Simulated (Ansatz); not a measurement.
Magnetovolume behaviour of MnSb (Fm-3m)

The reference geometry is a structure from the Materials Project; nothing is relaxed.

Functional, mesh and filling: PBE, 12×12×12 k mesh, Fermi–Dirac smearing of 0.08 eV. PAW means Ansatz 0.2.0 on its default frozen-core files; LAPW is all-electron LAPW in Ansatz 0.2.0. Site moments are integrated in spheres about the atoms, whose radii differ between the methods.

Input of the first run:

```yaml
crystal:
  lattice:
    - [0.0, 2.795016, 2.795016]
    - [2.795016, 0.0, 2.795016]
    - [2.795016, 2.795016, 0.0]
  atoms:
    - { symbol: Mn, position: [0.0, 0.0, 0.0], spin: 4.0 }
    - { symbol: Sb, position: [0.5, 0.5, 0.5] }
magnetization:
  spin_polarized: true
kpoints:
  mp_grid: { grid: [12, 12, 12] }
scf:
  occupations: { method: fermi_dirac, width: 0.08 }
hamiltonian:
  xc: pbe
  pseudopotentials: { kind: paw }
output:
  forces: true
  stress: true
  eigenvalues: true
  populations: true
```

Command: `ansatz run input.yaml --threads 1 --pin off --max-ram 3072MiB --backend cpu --events-out ev --progress --plain --runs-dir out`

The input for «volume scaled by 1.2» by LAPW differs from it in these lines, output keys apart:

```diff
-    - [0.0, 2.795016, 2.795016]
-    - [2.795016, 0.0, 2.795016]
-    - [2.795016, 2.795016, 0.0]
+    - [0.0, 2.9701477034, 2.9701477034]
+    - [2.9701477034, 0.0, 2.9701477034]
+    - [2.9701477034, 2.9701477034, 0.0]
-  pseudopotentials: { kind: paw }
+  pseudopotentials: { kind: all_electron, lapw: { basis_error: 0.001 } }
```

The cell shown is scaled evenly to other volumes, and every spin-polarised run starts from the same moments.

The search for lower states is left at its default.

| V/V₀ | Å³/atom | M PAW (μB/cell) | M LAPW (μB/cell) | largest site moment, PAW (μB) | P PAW (GPa) | P LAPW (GPa) | F − F(unpolarised), PAW (meV/atom) |
| --- | --- | --- | --- | --- | --- | --- | --- |
| 0.7 | 15.28 | 2.47 | – | 2.39 | 41.4 | – | -143 |
| 0.76 | 16.59 | 2.95 | – | 2.87 | 27.3 | – | ? |
| 0.82 | 17.90 | 3.27 | 3.27 | 3.19 | 16.8 | 16.8 | -390 |
| 0.88 | 19.21 | 3.54 | 3.54 | 3.45 | 9.3 | 9.4 | -516 |
| 0.94 | 20.52 | 3.72 | 3.72 | 3.65 | 3.8 | 3.8 | -636 |
| 1 | 21.83 | 3.84 | 3.84 | 3.80 | -0.4 | -0.4 | ? |
| 1.06 | 23.15 | 3.92 | – | 3.92 | -3.5 | – | -851 |
| 1.12 | 24.46 | 3.98 | 3.98 | 4.01 | -5.7 | -5.7 | ? |
| 1.2 | 26.20 | 4.02 | 4.03 | 4.12 | -7.8 | -7.8 | -1055 |

Q: What belongs in the row "1.12", column "F − F(unpolarised), PAW (meV/atom)"?

A: -945.

Q: What belongs in the row "1", column "F − F(unpolarised), PAW (meV/atom)"?

A: -748.

Q: Fill in "F − F(unpolarised), PAW (meV/atom)" for the row "0.76".

A: -262.

The moments survive down to the smallest volume, V/V₀ = 0.7 at 41 GPa, where the largest is 2.39 μB.

Q: Fit a third-order Birch–Murnaghan equation to the PAW pressures of the magnetic runs between 0.85 and 1.11 V₀. What are the zero-pressure volume and bulk modulus?

A: V = 21.70 Å³/atom (0.994 V₀), B = 61 GPa, B′ = 3.8, with a worst miss of 0.01 GPa. Cell shape and inner coordinates are held, so these aren't the relaxed crystal's values unless symmetry fixes them.

Under strong compression frozen cores are worth checking against an all-electron run. Spin–orbit coupling is left out although heavy atoms are present. The magnetic state is the one that this cell and start allow. It needn't be the compound's measured order, which may need a larger cell or be absent.
